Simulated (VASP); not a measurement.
# SrCl2 (Fmmm) in VASP: notebook

One crystal, SrCl2, is run at these levels: PBE; tasks: single point.

Everything below comes from runs of VASP 6.6.1. Logs are shortened: lines on timing, memory, paths and dates and some standing lists are left out, and cuts for length are marked.

**1. The cell of the first run**

Symmetry: Fmmm, No. 69, orthorhombic system. The conventional cell has a = 6.936 Å, b = 6.971 Å, c = 7.006 Å, α = 90.00°, β = 90.00°, γ = 90.00°. Sr (site symmetry mmm) is surrounded by 8 Cl at 3.02 Å. Cl (site symmetry 222) has 4 Sr at 3.02 Å and 2 Cl at 3.47 Å as nearest neighbours.

**2. Single point, PBE (strain +0.0050 x Voigt [1, -1, 0, 0, 0, 0], atoms carried along)**

File INCAR:

```
SYSTEM = SrCl2
ALGO = Normal
EDIFF = 1E-6
ENCUT = 520
GGA = PE
ISIF = 2
ISMEAR = 0
LASPH = .True.
LCHARG = .False.
LREAL = .False.
LWAVE = .False.
NBANDS = 19
NELM = 60
PREC = Accurate
SIGMA = 0.05
```

File KPOINTS:

```
k-points
0
Gamma
  6 6 6
  0 0 0
```

File POSCAR:

```
SrCl2
1.0
    0.0000000000      3.4680725000      3.4855000000
    3.5029275000      0.0000000000      3.4855000000
    3.5029275000      3.4680725000      0.0000000000
Sr Cl
1 2
Direct
    0.0000000000      0.0000000000      0.0000000000
    0.2500000000      0.2500000000      0.2500000000
    0.7500000000      0.7500000000      0.7500000000
```

Potentials or basis: VASP PAW PBE potentials, release 64 (Sr_sv, Cl).

Command:

```console
> cat potpaw_PBE.64/Sr_sv/POTCAR potpaw_PBE.64/Cl/POTCAR > POTCAR
> mpirun -np 1 vasp_std > vasp.out
```

OUTCAR:

```text
SYSTEM = SrCl2
   EDIFF = 1E-6
   ENCUT = 520
   GGA = PE
   ISIF = 2
   ISMEAR = 0
   LASPH = .True.
   LREAL = .False.
   NELM = 60
   PREC = Accurate

 ion  position               nearest neighbor table
   1  0.000  0.000  0.000-   3 3.02   3 3.02   3 3.02   2 3.02   3 3.02   2 3.02   2 3.02   2 3.02

   2  0.250  0.250  0.250-   1 3.02   1 3.02   1 3.02   1 3.02
   3  0.750  0.750  0.750-   1 3.02   1 3.02   1 3.02   1 3.02

  LATTYP: Found a face centered orthorhombic cell.
 ALAT       =     6.9361450000
 B/A-ratio  =     1.0050251256
 C/A-ratio  =     1.0100502513

  Lattice vectors:

 A1 = (  -3.5029275000,   0.0000000000,  -3.4855000000)
 A2 = (  -3.5029275000,   3.4680725000,   0.0000000000)
 A3 = (   0.0000000000,   3.4680725000,  -3.4855000000)

Analysis of symmetry for initial positions (statically):
=====================================================================
 Subroutine PRICEL returns:
 Original cell was already a primitive cell.

 Routine SETGRP: Setting up the symmetry group for a
 face centered orthorhombic supercell.

 Subroutine GETGRP returns: Found  8 space group operations
 (whereof  8 operations were pure point group operations)
 out of a pool of  8 trial point group operations.

The static configuration has the point symmetry D_2h.

Analysis of symmetry for dynamics (positions and initial velocities):
=====================================================================
 Subroutine PRICEL returns:
 Original cell was already a primitive cell.

 Routine SETGRP: Setting up the symmetry group for a
 face centered orthorhombic supercell.

 Subroutine GETGRP returns: Found  8 space group operations
 (whereof  8 operations were pure point group operations)
 out of a pool of  8 trial point group operations.

The dynamic configuration has the point symmetry D_2h.

 Subroutine INISYM returns: Found  8 space group operations
 (whereof  8 operations are pure point group operations),
 and found     1 'primitive' translations

----------------------------------------------------------------------------------------

                                     Primitive cell

  volume of cell :      84.6865

  direct lattice vectors                    reciprocal lattice vectors
     0.000000000  3.468072500  3.485500000    -0.142737753  0.144172303  0.143451442
     3.502927500  0.000000000  3.485500000     0.142737753 -0.144172303  0.143451442
     3.502927500  3.468072500  0.000000000     0.142737753  0.144172303 -0.143451442

  length of vectors
     4.916933711  4.941579841  4.929302987     0.248471397  0.248471397  0.248471397

  position of ions in fractional coordinates (direct lattice)
     0.000000000  0.000000000  0.000000000
     0.250000000  0.250000000  0.250000000
     0.750000000  0.750000000  0.750000000

  ion indices of the primitive-cell ions
   primitive index   ion index
                 1           1
                 2           2
                 3           3

----------------------------------------------------------------------------------------

 KPOINTS: k-points

Automatic generation of k-mesh.
 Grid dimensions read from file:
 generate k-points for:    6    6    6

 Generating k-lattice:

  Cartesian coordinates                     Fractional coordinates (reciprocal lattice)
    -0.023789625  0.024028717  0.023908574     0.166666667  0.000000000  0.000000000
     0.023789625 -0.024028717  0.023908574     0.000000000  0.166666667  0.000000000
     0.023789625  0.024028717 -0.023908574     0.000000000  0.000000000  0.166666667

  Length of vectors
     0.041411900  0.041411900  0.041411900

  Shift w.r.t. Gamma in fractional coordinates (k-lattice)
     0.000000000  0.000000000  0.000000000

 Subroutine IBZKPT returns following result:
 ===========================================

 Found     46 irreducible k-points:

 Following reciprocal coordinates:
            Coordinates               Weight
  0.000000  0.000000  0.000000      1.000000
  0.166667  0.000000  0.000000      8.000000
  0.333333  0.000000  0.000000      8.000000
  0.500000 -0.000000  0.000000      4.000000
  0.166667  0.166667  0.000000      2.000000
  0.333333  0.166667 -0.000000      8.000000
[... 16 lines left out ...]
 -0.166667  0.166667  0.166667      8.000000
  0.500000  0.333333  0.166667      4.000000
 [... further k-points ...]
   k-points           NKPTS =     46   k-points in BZ     NKDIM =     46   number of bands    NBANDS=     19
   number of dos      NEDOS =    301   number of ions     NIONS =      3
   total plane-waves  NPLWV =  64000
   dimension x,y,z NGX =    40 NGY =   40 NGZ =   40
   dimension x,y,z NGXF=    80 NGYF=   80 NGZF=   80
   ions per type =               1   2
   NGX,Y,Z   is equivalent  to a cutoff of  13.52, 13.46, 13.49 a.u.
   NGXF,Y,Z  is equivalent  to a cutoff of  27.05, 26.91, 26.98 a.u.
 SYSTEM =  SrCl2
   PREC   = accura    normal or accurate (medium, high low for compatibility)
   ISTART =      0    job   : 0-new  1-cont  2-samecut
   ICHARG =      2    charge: 1-file 2-atom 10-const
   ISPIN  =      1    spin polarized calculation?
   LNONCOLLINEAR =      F non collinear calculations
   LSORBIT =      F    spin-orbit coupling
   LASPH  =      T    aspherical Exc in radial PAW
   ENCUT  =  520.0 eV  38.22 Ry    6.18 a.u.   9.14  9.19  9.17*2*pi/ulx,y,z
   NELM   =     60;   NELMIN=  2; NELMDL= -5     # of ELM steps
   EDIFF  = 0.1E-05   stopping-criterion for ELM
   LREAL  =      F    real-space projection
   EDIFFG = 0.1E-04   stopping-criterion for IOM
   NSW    =      0    number of steps for IOM
   IBRION =     -1    ionic relax: 0-MD 1-quasi-New 2-CG
   NFREE  =      0    steps in history (QN), initial steepest desc. (CG)
   ISIF   =      2    stress and relaxation
   ISYM   =      2    0-nonsym 1-usesym 2-fastsym
   POTIM  = 0.5000    time-step for ionic-motion
   TEBEG  =    0.0;   TEEND  =   0.0 temperature during run
   PSTRESS=    0.0 pullay stress
   NELECT =      24.0000    total number of electrons
   NUPDOWN=      -1.0000    fix difference up-down
   EMIN   =  10.00;   EMAX   =-10.00  energy-range for DOS
   EFERMI =   0.00;   METHOD = LEGACY
   ISMEAR =     0;   SIGMA  =   0.05  broadening in eV -4-tet -1-fermi 0-gaus
   EFERMI_NEDOS =   21; number of points for ismear=-14 and -15
   IALGO  =     38    algorithm
   IMIX   =      4    mixing-type and parameters
     AMIX     =   0.40;   BMIX     =  1.00
     AMIX_MAG =   1.60;   BMIX_MAG =  1.00
  volume/ion in A,a.u.               =      28.23       190.50
  Fermi-wavevector in a.u.,A,eV,Ry     =   1.075327  2.032073 15.732792  1.156328
  Thomas-Fermi vector in A             =   2.211180
   LORBIT       =      0    0 simple, 1 ext, 2 COOP (PROOUT), +10 PAW based schemes
   GGA     = PE    functional components
   LHFCALC =     F    Hartree Fock is set to
   AEXX    =    0.0000 exact exchange contribution
   IVDW    =     0    specifies the selected vdW correction
   LEPSILON=     F    determine dielectric tensor
   LRPA    =     F    only Hartree local field effects (RPA)
 non-spin polarized calculation
 Gauss-broadening in eV      SIGMA  =   0.05
  energy-cutoff  :      520.00
  volume of cell :       84.69
 maximum number of plane-waves:      2299
 NGX is ok and might be reduce to    40
   NGX = 19   NGY = 19   NGZ = 19

 number of electron      24.0000003 magnetization

 Free energy of the ion-electron system (eV)
  ---------------------------------------------------
  ext. energy  EPLUGINS =         0.00000000
  ---------------------------------------------------
  free energy    TOTEN  =       -12.78011981 eV

  energy without entropy =      -12.78011981  energy(sigma->0) =      -12.78011981

 E-fermi :   0.5373     XC(G=0):  -8.2936

 val. band max:        0.1999673634   @ k =   0.5000   0.0000   0.5000
 cond. band min:       5.5141882186   @ k =   0.0000   0.0000   0.0000
 fundamental gap:      5.3142208552
 Fermi energy:         0.5373493830

 k-point     1 :       0.0000    0.0000    0.0000
  band No.  band energies     occupation
      1     -32.7099      2.00000
      2     -14.7040      2.00000
      3     -14.7027      2.00000
      4     -14.7013      2.00000
      5     -13.1438      2.00000
      6     -12.2884      2.00000
[... 11 lines left out ...]
     18       9.2305      0.00000
     19       9.4989      0.00000

 k-point     2 :       0.1667    0.0000    0.0000
  band No.  band energies     occupation
      1     -32.7090      2.00000
      2     -14.7919      2.00000
      3     -14.7068      2.00000
      4     -14.7055      2.00000
      5     -12.9918      2.00000
      6     -12.3456      2.00000
[... 11 lines left out ...]
     18       8.9251      0.00000
     19      10.0220      0.00000

 k-point     3 :       0.3333    0.0000    0.0000
  band No.  band energies     occupation
      1     -32.7074      2.00000
      2     -14.9327      2.00000
      3     -14.7136      2.00000
      4     -14.7126      2.00000
      5     -12.7753      2.00000
      6     -12.4002      2.00000
[... 11 lines left out ...]
     18       8.7638      0.00000
     19       9.2894      0.00000

 k-point     4 :       0.5000   -0.0000    0.0000
  band No.  band energies     occupation
      1     -32.7066      2.00000
      2     -14.9906      2.00000
      3     -14.7170      2.00000
      4     -14.7162      2.00000
      5     -12.7431      2.00000
      6     -12.3592      2.00000
[... 407 lines left out ...]
     18       8.9951      0.00000
     19       9.3632      0.00000

 k-point    23 :      -0.1667    0.1667    0.1667
  band No.  band energies     occupation
      1     -32.7074      2.00000
      2     -14.9153      2.00000
      3     -14.7341      2.00000
      4     -14.7190      2.00000
      5     -12.7229      2.00000
      6     -12.4390      2.00000
[... 11 lines left out ...]
     18       8.6738      0.00000
     19       9.6199      0.00000

 k-point    24 :       0.5000    0.3333    0.1667
  band No.  band energies     occupation
      1     -32.7063      2.00000
      2     -14.9488      2.00000
      3     -14.7935      2.00000
      4     -14.7261      2.00000
      5     -12.5513      2.00000
      6     -12.4958      2.00000
[... 11 lines left out ...]
     18       8.9081      0.00000
     19       9.9810      0.00000

 [... further k-points ...]

------------------------ aborting loop because EDIFF is reached ----------------------------------------

  FORCE on cell =-STRESS in cart. coord.  units (eV):
  Direction    XX          YY          ZZ          XY          YZ          ZX
  --------------------------------------------------------------------------------------
  -------------------------------------------------------------------------------------
  Total        0.4798704      0.7529465      0.6152480      0.0000000      0.0000000      0.0000000
  in kB        9.0786269     14.2449287     11.6398244      0.0000000      0.0000000      0.0000000
  external PRESSURE =      11.6544600 kB  Pullay stress =       0.0000000 kB

 VOLUME and BASIS-vectors are now :
 -----------------------------------------------------------------------------
  energy-cutoff  :      520.00
  volume of cell :       84.69
      direct lattice vectors                 reciprocal lattice vectors
     0.000000000  3.468072500  3.485500000    -0.142737753  0.144172303  0.143451442
     3.502927500  0.000000000  3.485500000     0.142737753 -0.144172303  0.143451442
     3.502927500  3.468072500  0.000000000     0.142737753  0.144172303 -0.143451442

 POSITION                                       TOTAL-FORCE (eV/Angst)
 -----------------------------------------------------------------------------------
      0.00000      0.00000      0.00000        -0.000000     -0.000000     -0.000000
      1.75146      1.73404      1.74275         0.000000      0.000000      0.000000
      5.25439      5.20211      5.22825        -0.000000     -0.000000     -0.000000
 -----------------------------------------------------------------------------------
    total drift:                               -0.000000     -0.000000      0.000000

  FREE ENERGIE OF THE ION-ELECTRON SYSTEM (eV)
  ---------------------------------------------------
  free  energy   TOTEN  =       -12.7801198121 eV

  energy  without entropy=      -12.7801198121  energy(sigma->0) =      -12.78011981
```

Wall time 53 s (1 thread of AMD EPYC 9R14 (Zen 4), shared host); peak memory 0.24 GiB.

What came out:

```
Free energy            : -12.7801 eV
Pressure               : 1.2 GPa
Band gap on the k mesh : 5.31 eV, indirect (least direct gap 5.47 eV)
```

Stress tensor (GPa, compression positive):
```
0.91 0.00 0.00
0.00 1.42 0.00
0.00 0.00 1.16
```

**3. Single point, PBE (strain +0.0350 x Voigt [1, -1, 0, 0, 0, 0], atoms carried along)**

File INCAR:

```
PREC = Accurate
ENCUT = 520
EDIFF = 1E-6
ISMEAR = 0
SIGMA = 0.05
LREAL = F
LASPH = T
NELM = 80
ALGO = Normal
ISIF = 2
LWAVE = F
LCHARG = T
GGA = PE
LELF = T
LVHAR = T
NBANDS = 19
```

File KPOINTS:

```
Automatic mesh
0
Gamma
  6 6 6
```

File POSCAR:

```
SrCl2
1.0
    0.0000000000      3.3635075000      3.4855000000
    3.6074925000      0.0000000000      3.4855000000
    3.6074925000      3.3635075000      0.0000000000
Sr Cl
1 2
Direct
    0.0000000000      0.0000000000      0.0000000000
    0.2500000000      0.2500000000      0.2500000000
    0.7500000000      0.7500000000      0.7500000000
```

Potentials or basis: VASP PAW PBE potentials, release 64 (Sr_sv, Cl).

Command:

```console
> cat potpaw_PBE.64/Sr_sv/POTCAR potpaw_PBE.64/Cl/POTCAR > POTCAR
> mpirun -np 1 vasp_std > vasp.out
```

Wall time 53 s (1 thread of AMD EPYC 9R14 (Zen 4), shared host); peak memory 0.23 GiB.

Results (log left out):

```yaml
Free_energy: -12.7463 eV
Pressure: 1.3 GPa
Band_gap_on_the_k_mesh: 5.00 eV, indirect (least direct gap 5.24 eV)
```

Stress tensor (GPa, compression positive):
```
-0.55  0.00  0.00
 0.00  3.12  0.00
 0.00  0.00  1.18
```

Levels at points of the mesh, in eV from the valence-band top:
| k point | band 10 | band 11 | band 12 | band 13 | band 14 | band 15 |
| --- | --- | --- | --- | --- | --- | --- |
| (0.00, 0.00, 0.00) | -0.83 | -0.58 | -0.29 | 5.00 | 5.71 | 6.11 |
| (0.50, 0.00, 0.00) | -1.57 | -1.31 | -1.26 | 6.42 | 6.51 | 7.23 |
| (0.50, 0.50, 0.00) | -0.94 | -0.32 | -0.23 | 5.23 | 6.80 | 7.39 |
| (0.50, 0.00, 0.50) | -0.86 | -0.57 | 0.00 | 5.24 | 7.06 | 7.36 |
| (0.00, 0.50, 0.50) | -0.71 | -0.43 | -0.38 | 5.24 | 6.54 | 7.38 |

**4. Single point, PBE (strain +0.0300 x Voigt [1, -1, 0, 0, 0, 0], atoms carried along)**

File INCAR:

```
SYSTEM = SrCl2
ALGO = Normal
EDIFF = 1E-7
ENCUT = 520
GGA = PE
ISIF = 2
ISMEAR = 0
LASPH = .TRUE.
LCHARG = .FALSE.
LREAL = .FALSE.
LWAVE = .FALSE.
NBANDS = 19
NELM = 100
PREC = Accurate
SIGMA = 0.05
```

File KPOINTS:

```
k-points
0
G
  6 6 6
  0 0 0
```

File POSCAR:

```
SrCl2
1.0
    0.0000000000      3.3809350000      3.4855000000
    3.5900650000      0.0000000000      3.4855000000
    3.5900650000      3.3809350000      0.0000000000
Sr Cl
1 2
Direct
    0.0000000000      0.0000000000      0.0000000000
    0.2500000000      0.2500000000      0.2500000000
    0.7500000000      0.7500000000      0.7500000000
```

Command:

```console
> cat potpaw_PBE.64/Sr_sv/POTCAR potpaw_PBE.64/Cl/POTCAR > POTCAR
> mpirun -np 1 vasp_std > vasp.out
```

Wall time 50 s (1 thread of AMD EPYC 9R14 (Zen 4), shared host); peak memory 0.23 GiB.

It converged, with:

```yaml
Free_energy: -12.7555 eV
Pressure: 1.2 GPa
Band_gap_on_the_k_mesh: 5.06 eV, indirect (least direct gap 5.29 eV)
```

Stress tensor (GPa, compression positive):
```
-0.31  0.00  0.00
 0.00  2.82  0.00
 0.00  0.00  1.18
```

Levels at points of the mesh, in eV from the valence-band top:
```csv
k point,band 10,band 11,band 12,band 13,band 14,band 15
"(0.00, 0.00, 0.00)",-0.76,-0.54,-0.29,5.06,5.76,6.10
"(0.50, 0.00, 0.00)",-1.53,-1.27,-1.23,6.46,6.55,7.28
"(0.50, 0.50, 0.00)",-0.86,-0.33,-0.19,5.28,6.84,7.42
"(0.50, 0.00, 0.50)",-0.79,-0.54,0.00,5.29,7.06,7.40
"(0.00, 0.50, 0.50)",-0.66,-0.38,-0.36,5.29,6.62,7.41
```

**5. Summary**

```tsv
cell	gap on the mesh (eV)	pressure (GPa)
strain +0.0050 x Voigt [1, -1, 0, 0, 0, 0], atoms carried along	5.31	1.2
strain +0.0350 x Voigt [1, -1, 0, 0, 0, 0], atoms carried along	5.00	1.3
strain +0.0300 x Voigt [1, -1, 0, 0, 0, 0], atoms carried along	5.06	1.2
```

Alike in all rows: task single point; level PBE; potentials or basis VASP PAW PBE potentials, release 64 (Sr_sv, Cl); no spin polarisation; k mesh 6 × 6 × 6; cutoff (eV) 520; smearing gaussian 0.05 eV.

Total energies depend on the potentials used, so only differences within one code and one set of settings carry meaning.
